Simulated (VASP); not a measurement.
The system is WC.

```
W C
1.0
     0.00000    2.19268    2.19268
     2.19268    0.00000    2.19268
     2.19268    2.19268    0.00000
W C
1 1
Direct
  0.00000 0.00000 0.00000
  0.50000 0.50000 0.50000
```

Measurements of this composition are mostly on another form, of space group No. 187.

| Item | Value |
| --- | --- |
| Program | VASP 6.6.1 |
| Task | relaxation of cell and atoms |
| Functional | LDA |
| Potentials or basis | VASP PAW LDA potentials, release 64 (W_sv, C) |
| Cutoff | 600 eV |
| k mesh | 8 × 8 × 8 |
| Occupations | fermi-dirac, width 0.05 eV |
| Spin | no spin polarisation |

At the start: pressure -13.7 GPa; volume 10.54 Å³/atom.

Problem. How do energy, volume and symmetry change on relaxing?

Solution. Over 4 steps the energy falls by 16.8 meV/atom and the volume is 10.16 Å³/atom (-3.6 %); space group Fm-3m (No. 225, to 0.05 Å).

The path:
```csv
step,energy change (eV),largest force (eV/Å),pressure (GPa),volume (Å³)
1,0.0000,0.0000,-13.66,21.08
2,0.2203,0.0000,47.51,18.46
3,-0.0335,0.0000,-0.51,20.35
4,-0.0335,0.0000,-0.11,20.33
```

Final structure:
```
CELL_PARAMETERS angstrom
0.00000 2.16613 2.16613
2.16613 0.00000 2.16613
2.16613 2.16613 0.00000
ATOMIC_POSITIONS crystal
W 0.00000 0.00000 0.00000
C 0.50000 0.50000 0.50000
```
